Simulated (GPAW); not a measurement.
Runs of GPAW 26.7.0 on CoO. Symmetry: Fm-3m, No. 225, cubic system. The conventional cell has a = 4.263 Å, b = 4.263 Å, c = 4.263 Å, α = 90.00°, β = 90.00°, γ = 90.00°. Co (site symmetry m-3m) has 6 O at 2.13 Å as nearest neighbours. O (site symmetry m-3m) has 6 Co at 2.13 Å as nearest neighbours. 

```tsv
task	level	potentials or basis	cell	k mesh	cutoff (eV)	optimizer	fmax	max steps	convergence	lines	gap on the mesh (eV)	pressure (GPa)	moment (μB)	relaxed volume (Å³/atom)
relaxation of cell and atoms	PBEsol	PAW data sets generated in the run's folder for this functional, pw	relaxed	9 × 9 × 9	800	BFGS	0.02 eV/Å	60	density=1e-05 forces=0.0001	-	none	0.3	2.76	(b)
magnons	LDA	the program's PAW data sets (release 1.2.1) made for this functional, pw	Fm-3m, 9.49 Å³/atom	9 × 9 × 9	600	-	-	-	-	2	none	-	2.78	-
magnons	LDA	the program's PAW data sets (release 1.2.1) made for this functional, pw	Fm-3m, 9.3 Å³/atom	9 × 9 × 9	600	-	-	-	-	2	none	-	2.73	-
relaxation of cell and atoms	PBEsol+D3(BJ)	PAW data sets generated in the run's folder for this functional, pw	relaxed	9 × 9 × 9	800	BFGS	0.02 eV/Å	60	density=1e-05 forces=0.0001	-	none	0.0	2.73	(a)
relaxation of cell and atoms	PBEsol+D3	PAW data sets generated in the run's folder for this functional, pw	relaxed	9 × 9 × 9	800	BFGS	0.02 eV/Å	60	density=1e-05 forces=0.0001	-	none	-0.1	2.93	9.60
relaxation of cell and atoms	PBEsol+D3(BJ)+ATM	PAW data sets generated in the run's folder for this functional, pw	relaxed	9 × 9 × 9	800	BFGS	0.02 eV/Å	60	density=1e-05 forces=0.0001	-	none	-0.1	2.93	9.61
single point	PBEsol	PAW data sets generated in the run's folder for this functional, pw	atoms moved at random, drawn with an rms of 0.05 Å	11 × 11 × 11	800	-	-	-	-	-	none	-9.8	2.96	-
```

Alike in all rows: spin collinear, ferromagnetic start; smearing fermi-dirac 0.05 eV.

Problem. Estimate the missing entries.

Solution. (a) 8.95; (b) 9.09.

Caveats: a cell with one magnetic atom can't hold antiferromagnetic order, which such compounds often take; semilocal functionals often make such compounds metallic where correlation or magnetic order opens a gap, which also shifts bond lengths; each step starts from the last one's moments, so a moment once lost doesn't come back (some runs); later steps reuse the first step's grids (some runs); pairwise dispersion overbinds metals, which lowers pressure and volume (some runs); the number of bands moves the energies at small q by some ten meV (some runs); the exchange constants hang on this mesh and on the site radius (some runs).

A gap of «none» marks a metal or a gap under the smearing width.
